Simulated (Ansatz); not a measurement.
Cu3Au (Auricupride):

```
Au Cu
1.0
     3.74000    0.00000    0.00000
     0.00000    3.74000    0.00000
     0.00000    0.00000    3.74000
Au Cu
1 3
Cartesian
  0.0000 0.0000 0.0000
  1.8700 1.8700 0.0000
  1.8700 0.0000 1.8700
  0.0000 1.8700 1.8700
```

- Program: Ansatz 0.2.0
- Task: relaxation of cell and atoms
- Functional: revPBE
- Potentials or basis: Ansatz PAW
- Cutoff: 420 eV (not typed: the program's choice for these potentials)
- k mesh: 7 × 7 × 7
- Occupations: fermi-dirac, width 0.05 eV
- Spin: no spin polarisation

At the start: volume 13.08 Å³/atom.

Question: Where does the relaxation end?

Answer: It ends after 5 steps and the volume is 13.83 Å³/atom (+5.7 %); space group Pm-3m (No. 221, to 0.05 Å).

Step by step:
```tsv
step	energy change (eV)	largest force (eV/Å)	volume (Å³)
1	0.0000	0.0000	52.31
2	-0.0695	0.0000	54.75
3	-0.0714	0.0000	55.26
4	-0.0714	0.0000	55.31
5	-0.0732	0.0000	55.31
```

Final structure:
```
CELL_PARAMETERS angstrom
3.81019 0.00000 0.00000
0.00000 3.81019 0.00000
0.00000 0.00000 3.81019
ATOMIC_POSITIONS crystal
Au 0.00000 0.00000 0.00000
Cu 0.50000 0.50000 0.00000
Cu 0.50000 0.00000 0.50000
Cu 0.00000 0.50000 0.50000
```

Caveat: the plane-wave basis is chosen anew once the cell has moved, so the energies of steps on either side of that aren't comparable; the PAW data sets come from PBE, with cores solved anew for the run's functional, which leaves a small shift of forces and pressure.
